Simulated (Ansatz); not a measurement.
Computed with DFT PBE, scalar-relativistic, plane waves, PAW (Ansatz 0.2.0). All cells share a 420 eV cutoff and Γ-centred k meshes spaced at most about 0.3 Å⁻¹ (2π included). No spin polarisation in the final relaxations.

All energies are static (0 K, no zero-point motion). All come from trial cells, and lower structures may exist.

Task: Which of these relaxed structures of LiF is the lowest in energy?
1.

```
CELL_PARAMETERS angstrom
2.96558 0.00000 0.00000
-1.48279 2.56827 0.00000
0.00000 0.00000 7.35233
ATOMIC_POSITIONS crystal
Li 0.00000 0.50000 0.16667
Li 0.50000 0.50000 0.83333
Li 0.50000 0.00000 0.50000
F 0.50000 0.50000 0.33333
F 0.50000 0.00000 0.00000
F 0.00000 0.50000 0.66667
```

2.

```
CELL_PARAMETERS angstrom
-1.32902 1.32902 4.94433
1.32902 -1.32902 4.94433
1.32902 1.32902 -4.94433
ATOMIC_POSITIONS crystal
Li 0.04024 0.04024 0.00000
Li 0.79024 0.29024 0.50000
F 0.45976 0.45976 0.00000
F 0.20976 0.70976 0.50000
```

3.

```
CELL_PARAMETERS angstrom
0.00000 2.03401 2.03401
2.03401 0.00000 2.03401
2.03401 2.03401 0.00000
ATOMIC_POSITIONS crystal
Li 0.00000 0.00000 0.00000
F 0.50000 0.50000 0.50000
```

Result: 3. It has the rock salt type, space group Fm-3m (No. 225); the next, 1, with space group P6_222 (No. 180), lies 57 meV/atom higher. Counting F atoms around Li (those within 1.25 times the shortest such distance or 1.15 times the sum of covalent radii), the lowest has Li 6 and the next has Li 4.

Cells relaxed within their symmetry can be saddle points. The Fm-3m cell of LiF came from shaking the P6_222 one. The part of the Crystallography Open Database at hand lists LiF in space group No. 225; sharing a group (Fm-3m) doesn't make a cell the listed structure. Some structure types and database cells were kept out of the candidates from the start, so a known form may be missing.
